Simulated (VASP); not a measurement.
All values below come from PBEsol GGA, VASP's PBE PAW potentials (set 64) (plane waves; VASP). Each cell was relaxed at this level, without spin-orbit coupling.

Question: Which of these comes out without a gap?
A) Li2O, Fm-3m (225)
B) AgCl, Fm-3m (225)
C) MoTe2, P6_3/mmc (194)
D) Be, P6_3/mmc (194)

Answer: D, Be, P6_3/mmc (194). The others have gaps of 0.72 eV (MoTe2, P6_3/mmc (194)), 4.86 eV (Li2O, Fm-3m (225)), 0.72 eV (AgCl, Fm-3m (225)).
